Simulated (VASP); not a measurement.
# PbS (Pm-3m) in VASP: a series of runs, part 2 of 2

VASP 6.6.1. Earlier steps stand in the parts before.

### Step 3. Single point, PBE

The input, INCAR:

```
SYSTEM = PbS
ALGO = Fast
EDIFF = 1E-6
ENCUT = 520
GGA = PE
ISIF = 2
ISMEAR = -1
LASPH = .True.
LCHARG = .False.
LREAL = .False.
LWAVE = .False.
NBANDS = 17
NELM = 80
PREC = Accurate
SIGMA = 0.02
```

The input, KPOINTS:

```
k-points
0
Gamma
  6 6 6
  0 0 0
```

The input, POSCAR:

```
PbS
1.0
    3.6351320337      0.0000000000      0.0000000000
    0.0000000000      3.6351320337      0.0000000000
    0.0000000000      0.0000000000      3.6351320337
Pb S
1 1
Direct
    0.0000000000      0.0000000000      0.0000000000
    0.5000000000      0.5000000000      0.5000000000
```

Potentials or basis: VASP PAW PBE potentials, release 64 (Pb_d, S).

Command:

```bash
$ cat potpaw_PBE.64/Pb_d/POTCAR potpaw_PBE.64/S/POTCAR > POTCAR
$ mpirun -np 1 vasp_std > vasp.out
```

OUTCAR:

```text
SYSTEM = PbS
   EDIFF = 1E-6
   ENCUT = 520
   GGA = PE
   ISIF = 2
   ISMEAR = -1
   LASPH = .True.
   LREAL = .False.
   NELM = 80
   PREC = Accurate

 ion  position               nearest neighbor table
   1  0.000  0.000  0.000-   2 3.15   2 3.15   2 3.15   2 3.15   2 3.15   2 3.15   2 3.15   2 3.15

   2  0.500  0.500  0.500-   1 3.15   1 3.15   1 3.15   1 3.15   1 3.15   1 3.15   1 3.15   1 3.15

  LATTYP: Found a simple cubic cell.
 ALAT       =     3.6351320337

  Lattice vectors:

 A1 = (   3.6351320337,   0.0000000000,   0.0000000000)
 A2 = (   0.0000000000,   3.6351320337,   0.0000000000)
 A3 = (   0.0000000000,   0.0000000000,   3.6351320337)

Analysis of symmetry for initial positions (statically):
=====================================================================
 Subroutine PRICEL returns:
 Original cell was already a primitive cell.

 Routine SETGRP: Setting up the symmetry group for a
 simple cubic supercell.

 Subroutine GETGRP returns: Found 48 space group operations
 (whereof 48 operations were pure point group operations)
 out of a pool of 48 trial point group operations.

The static configuration has the point symmetry O_h .

Analysis of symmetry for dynamics (positions and initial velocities):
=====================================================================
 Subroutine PRICEL returns:
 Original cell was already a primitive cell.

 Routine SETGRP: Setting up the symmetry group for a
 simple cubic supercell.

 Subroutine GETGRP returns: Found 48 space group operations
 (whereof 48 operations were pure point group operations)
 out of a pool of 48 trial point group operations.

The dynamic configuration has the point symmetry O_h .

 Subroutine INISYM returns: Found 48 space group operations
 (whereof 48 operations are pure point group operations),
 and found     1 'primitive' translations

----------------------------------------------------------------------------------------

[... 106 lines left out ...]
     AMIX     =   0.40;   BMIX     =  1.00
     AMIX_MAG =   1.60;   BMIX_MAG =  1.00
  volume/ion in A,a.u.               =      24.02       162.08
  Fermi-wavevector in a.u.,A,eV,Ry     =   1.222451  2.310097 20.332348  1.494385
  Thomas-Fermi vector in A             =   2.357597
   LORBIT       =      0    0 simple, 1 ext, 2 COOP (PROOUT), +10 PAW based schemes
   GGA     = PE    functional components
   LHFCALC =     F    Hartree Fock is set to
   AEXX    =    0.0000 exact exchange contribution
   IVDW    =     0    specifies the selected vdW correction
   LEPSILON=     F    determine dielectric tensor
   LRPA    =     F    only Hartree local field effects (RPA)
 non-spin polarized calculation
 RMM-DIIS sequential band-by-band and
  energy-cutoff  :      520.00
  volume of cell :       48.04
 maximum number of plane-waves:      1328
 NGX is ok and might be reduce to    28
   NGX = 13   NGY = 13   NGZ = 13

 number of electron      19.9999994 magnetization

 Free energy of the ion-electron system (eV)
  ---------------------------------------------------
  ext. energy  EPLUGINS =         0.00000000
  ---------------------------------------------------
  free energy    TOTEN  =        -8.25157740 eV

  energy without entropy =       -8.25058937  energy(sigma->0) =       -8.25108339

 E-fermi :   6.3373     XC(G=0): -10.2418

 val. band max:        6.3270109600   @ k =   0.1667   0.1667   0.1667
 cond. band min:       6.5375666175   @ k =   0.5000   0.3333   0.3333
 fundamental gap:      0.2105556575
 Fermi energy:         6.3372790809

 k-point     1 :       0.0000    0.0000    0.0000
  band No.  band energies     occupation
      1     -10.6325      2.00000
      2     -10.6325      2.00000
      3     -10.4116      2.00000
      4     -10.4116      2.00000
      5     -10.4116      2.00000
      6      -6.9406      2.00000
[... 377 lines left out ...]
      4     -10.3569      2.00000
      5     -10.3569      2.00000
      6      -4.5753      2.00000
[... 9 lines left out ...]
     16      20.1555      0.00000
     17      22.7573      0.00000

------------------------ aborting loop because EDIFF is reached ----------------------------------------

  FORCE on cell =-STRESS in cart. coord.  units (eV):
  Direction    XX          YY          ZZ          XY          YZ          ZX
  --------------------------------------------------------------------------------------
  -------------------------------------------------------------------------------------
  Total        0.2701697      0.2701697      0.2701697      0.0000000     -0.0000000      0.0000000
  in kB        9.0112825      9.0112825      9.0112825      0.0000000     -0.0000000      0.0000000
  external PRESSURE =       9.0112825 kB  Pullay stress =       0.0000000 kB

 VOLUME and BASIS-vectors are now :
 -----------------------------------------------------------------------------
  energy-cutoff  :      520.00
  volume of cell :       48.04
      direct lattice vectors                 reciprocal lattice vectors
     3.635132034  0.000000000  0.000000000     0.275093172  0.000000000  0.000000000
     0.000000000  3.635132034  0.000000000     0.000000000  0.275093172  0.000000000
     0.000000000  0.000000000  3.635132034     0.000000000  0.000000000  0.275093172

 POSITION                                       TOTAL-FORCE (eV/Angst)
 -----------------------------------------------------------------------------------
      0.00000      0.00000      0.00000         0.000000      0.000000      0.000000
      1.81757      1.81757      1.81757         0.000000      0.000000      0.000000
 -----------------------------------------------------------------------------------
    total drift:                               -0.000000      0.000000      0.000000

  FREE ENERGIE OF THE ION-ELECTRON SYSTEM (eV)
  ---------------------------------------------------
  free  energy   TOTEN  =        -8.2515773976 eV

  energy  without entropy=       -8.2505893729  energy(sigma->0) =       -8.25108339
```

OSZICAR:

```text
N       E                     dE             d eps       ncg     rms          rms(c)
DAV:   1     0.157991435154E+03    0.15799E+03   -0.98304E+03   680   0.125E+03
DAV:   2     0.287357363509E+01   -0.15512E+03   -0.14904E+03   705   0.315E+02
DAV:   3    -0.864579633689E+01   -0.11519E+02   -0.11398E+02   879   0.903E+01
DAV:   4    -0.890194596882E+01   -0.25615E+00   -0.25593E+00   862   0.145E+01
DAV:   5    -0.891137605702E+01   -0.94301E-02   -0.94291E-02   974   0.271E+00    0.439E+00
RMM:   6    -0.826435661358E+01    0.64702E+00   -0.67221E-01   804   0.453E+00    0.306E+00
RMM:   7    -0.825497954106E+01    0.93771E-02   -0.14047E-01  1009   0.255E+00    0.186E+00
RMM:   8    -0.825291258254E+01    0.20670E-02   -0.21874E-02   809   0.132E+00    0.273E-01
RMM:   9    -0.825136235904E+01    0.15502E-02   -0.47265E-03   982   0.630E-01    0.134E-01
RMM:  10    -0.825154860805E+01   -0.18625E-03   -0.18232E-03  1001   0.388E-01    0.462E-02
RMM:  11    -0.825160707147E+01   -0.58463E-04   -0.40242E-04  1021   0.161E-01    0.756E-02
RMM:  12    -0.825158098498E+01    0.26086E-04   -0.71384E-05   958   0.690E-02    0.267E-02
RMM:  13    -0.825158845523E+01   -0.74702E-05   -0.15999E-05   997   0.461E-02    0.666E-02
RMM:  14    -0.825157708702E+01    0.11368E-04   -0.24187E-05   801   0.498E-02    0.155E-02
RMM:  15    -0.825157739759E+01   -0.31057E-06   -0.24680E-06   737   0.152E-02
   1 F= -.82515774E+01 E0= -.82510834E+01  d E =-.988025E-03
```

stdout:

```text
POSCAR found type information on POSCAR PbS
 POSCAR found :  2 types and       2 ions
 scaLAPACK will be used
 LDA part: xc-table for (Slater+PW92), standard interpolation
 POSCAR, INCAR and KPOINTS ok, starting setup
 FFT: planning ... GRIDC
 FFT: planning ... GRID_SOFT
 FFT: planning ... GRID
 WAVECAR not read
 entering main loop
```

It took 11 s on 1 thread of Intel Xeon Platinum 8488C (Sapphire Rapids), shared host; peak memory 0.16 GiB.

Results:

* Free energy: -8.2516 eV
* Pressure: 0.9 GPa
* Band gap on the k mesh: none (metal or under the smearing width)

The run has no spin-orbit coupling, so splittings on Pb are missing.

### Step 4. Single point, PBE-based screened hybrid

POSCAR is that of step 3.

The input, INCAR.step1:

```
ALGO = Normal
EDIFF = 1E-5
ENCUT = 520
GGA = PE
ISIF = 2
ISMEAR = -1
LASPH = T
LCHARG = F
LREAL = F
LWAVE = T
NBANDS = 17
NELM = 100
PREC = Accurate
SIGMA = 0.02
```

The input, INCAR.step2:

```
AEXX = 0.75
ALGO = Normal
EDIFF = 1E-6
ENCUT = 520
GGA = PE
HFSCREEN = 0.2078
ISIF = 2
ISMEAR = -1
ISTART = 1
LASPH = T
LCHARG = F
LHFCALC = T
LREAL = F
LWAVE = F
NBANDS = 17
NELM = 100
PREC = Accurate
PRECFOCK = Normal
SIGMA = 0.02
```

The input, KPOINTS:

```
k-points
0
Gamma
  4 4 4
```

Command:

```bash
$ cat potpaw_PBE.64/Pb_d/POTCAR potpaw_PBE.64/S/POTCAR > POTCAR
$ cp INCAR.step1 INCAR
$ mpirun -np 1 vasp_std > vasp.out
$ cp INCAR.step2 INCAR
$ mpirun -np 1 vasp_std > vasp.out
```

Run time: 8.5 min. Hardware: 1 thread of Intel Xeon Platinum 8488C (Sapphire Rapids), shared host; peak memory 0.27 GiB.

Results (log left out):

* Free energy: -13.3238 eV
* Pressure: -2.6 GPa
* Band gap on the k mesh: 0.82 eV, indirect (least direct gap 1.99 eV)

Levels at points of the mesh, in eV from the valence-band top:
| k point | band 8 | band 9 | band 10 | band 11 | band 12 | band 13 |
| --- | --- | --- | --- | --- | --- | --- |
| (0.00, 0.00, 0.00) | -2.51 | -2.51 | -2.51 | 7.53 | 7.53 | 9.69 |
| (0.50, 0.00, 0.00) | -1.10 | -1.10 | 0.00 | 1.99 | 6.16 | 6.16 |
| (0.50, 0.50, 0.00) | -6.11 | -6.11 | -0.78 | 6.79 | 6.79 | 8.85 |
| (0.50, 0.50, 0.50) | -3.65 | -3.65 | -3.65 | 0.82 | 0.82 | 0.82 |

Caveat: the k mesh is coarse (spacing up to 0.43 Å⁻¹), so the values aren't converged; the PAW data sets were made with another functional, which shifts forces and pressure a little; spin-orbit coupling is left out, which as a rule narrows the gap of such compounds by several tenths of an eV. A k mesh can miss the band edges.

### Step 5. Overview

| level | k mesh | exchange at q = 0 | grid for exact exchange (PRECFOCK) | screening parameter | share of exact exchange | mesh quality | gap on the mesh (eV) | pressure (GPa) |
| --- | --- | --- | --- | --- | --- | --- | --- | --- |
| HSE06 | 4 × 4 × 4 | truncated | Normal | 0.2079 1/A | - | coarse | none | -1.7 |
| PBE | 6 × 6 × 6 | - | - | - | - | not flagged | none | 0.9 |
| PBE-based screened hybrid | 4 × 4 × 4 | truncated | Normal | 0.2078 | 0.75 | coarse | 0.82 | -2.6 |

Alike in all rows: task single point; potentials or basis VASP PAW PBE potentials, release 64 (Pb_d, S); no spin polarisation; cell as given; cutoff (eV) 520; smearing fermi-dirac 0.02 eV.

Caveats: some runs use coarse meshes; the PAW data sets were made with another functional, which shifts forces and pressure a little (some runs); spin-orbit coupling is left out, which as a rule narrows the gap of such compounds by several tenths of an eV (some runs).

Total energies depend on the potentials used, so only differences within one code and one set of settings carry meaning.
